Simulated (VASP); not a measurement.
Crystal: SnO2.

```xyz
12
Lattice="5.1162 0.0000 0.0000 0.0000 5.1162 0.0000 0.0000 0.0000 5.1162" Properties=species:S:1:pos:R:3 pbc="T T T"
Sn    0.0000    2.5581    2.5581
Sn    2.5581    2.5581    0.0000
Sn    2.5581    0.0000    2.5581
Sn    0.0000    0.0000    0.0000
O     1.7353    0.8228    4.2934
O     0.8228    4.2934    1.7353
O     4.2934    1.7353    0.8228
O     3.3809    3.3809    3.3809
O     1.7353    1.7353    1.7353
O     0.8228    3.3809    4.2934
O     4.2934    0.8228    3.3809
O     3.3809    4.2934    0.8228
```

Measurements of this composition are mostly on another form, of space group No. 136.

Program: VASP 6.6.1. Alike in all runs: task band structure; potentials or basis VASP PAW PBE potentials, release 64 (Sn_d, O); no spin polarisation; cell as given; k mesh 6 × 6 × 6; cutoff (eV) 520; smearing gaussian 0.02 eV.

Problem. Order these runs on this cell by their band gap on the k mesh, lowest first.
A. level r2SCAN
B. level PBEsol
C. level TB-mBJ

Solution. B (0.82 eV), A (1.52 eV), C (2.57 eV).

Caveats: spin-orbit coupling is left out, which moves the levels of the heavy elements.

